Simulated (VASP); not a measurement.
**Ru under changes of volume**

One of the cells (13.563 Å³/atom); the others are scaled copies at fixed shape and fractional positions:

```
Ru
1.0
     2.71485    0.00000    0.00000
    -1.35742    2.35113    0.00000
     0.00000    0.00000    4.24982
Ru
2
Direct
  0.66667 0.33333 0.75000
  0.33333 0.66667 0.25000
```

- Program: VASP 6.6.1
- Functional: r2SCAN
- Potentials or basis: VASP PAW PBE potentials, release 64 (Ru_pv)
- Cutoff: 520 eV
- k mesh: 10 × 10 × 6
- Occupations: fermi-dirac, width 0.05 eV
- Spin: no spin polarisation

```tsv
volume (Å³/atom)	energy over the lowest point (meV/atom)	pressure (GPa)
13.021	24.97	15.2
13.292	?	?
13.563	0.00	0.0
13.834	5.46	-6.4
14.106	21.15	-12.1
```

Task: What does the run at 13.292 Å³/atom give?

Result: Energy over the lowest point 6.04 meV/atom; pressure 7.2 GPa.

Worked out: A Birch-Murnaghan fit of order 2 (a polynomial in V^(-2/3)) to the other rows has its minimum at 13.57 Å³/atom with B0 = V·E''(V) = 338 GPa at fixed shape and positions, which overstates the stiffness. It gives 6.17 meV/atom at 13.292 Å³/atom, against the run's 6.04, and -dE/dV = 7.2 GPa, against 7.2.

Energies are extrapolated to zero smearing.

Caveats: the PAW data sets were made with another functional, which shifts forces and pressure a little.
